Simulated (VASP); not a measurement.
Set up this calculation in VASP 6.6.1, as the native input.

- Task: relaxation of shape and atoms at fixed volume
- Functional: LDA
- Potentials or basis: VASP PAW LDA potentials, release 64 (Re)
- Cutoff: 600 eV
- k mesh: 15 × 15 × 8
- Occupations: methfessel-paxton, width 0.1 eV
- Spin: no spin polarisation
- Further INCAR settings: ALGO = Fast; EDIFF = 1e-07; IBRION = 2; EDIFFG = -0.01; NSW = 40; ISIF = 4

The structure of Re lies in POSCAR:

```
Re                                      
1.0
    2.7014803924     -0.0000000000      0.0000000000
   -1.3507401963      2.3395506477      0.0000000000
    0.0000000000      0.0000000000      4.3727915840
  Re            
     2
Direct
     0.3333333332999970    0.6666666667000030    0.2500000000000000
     0.6666666667000030    0.3333333332999970    0.7500000000000000
```

The cell isn't the ideal one: a relaxed cell with its volume scaled by 0.96.

The input as run:

INCAR

```
ALGO = Fast ; EDIFF = 1E-7
EDIFFG = -0.01 ; ENCUT = 600
IBRION = 2 ; ISIF = 4
ISMEAR = 1 ; LASPH = True
LCHARG = False ; LREAL = False
LWAVE = False ; NELM = 80
NSW = 40 ; PREC = Accurate
SIGMA = 0.1
```

KPOINTS

```
k-points
0
Gamma
  15 15 8
```

Potentials or basis: VASP PAW LDA potentials, release 64 (Re).

The run is started by

```bash
$ cat potpaw_LDA.64/Re/POTCAR > POTCAR
$ mpirun -np 1 vasp_std > vasp.out
```

Results of the run:

```yaml
Pressure_after_relaxing: 18.5 GPa
Band_gap_on_the_k_mesh: none (metal or under the smearing width)
```

Caveat: the relaxation stopped at its first step, so nothing moved.

It took 43 s on 1 thread of Intel(R) Xeon(R) Platinum 8375C CPU @ 2.90GHz (Ice Lake) (shared host), peak memory 0.17 GiB.
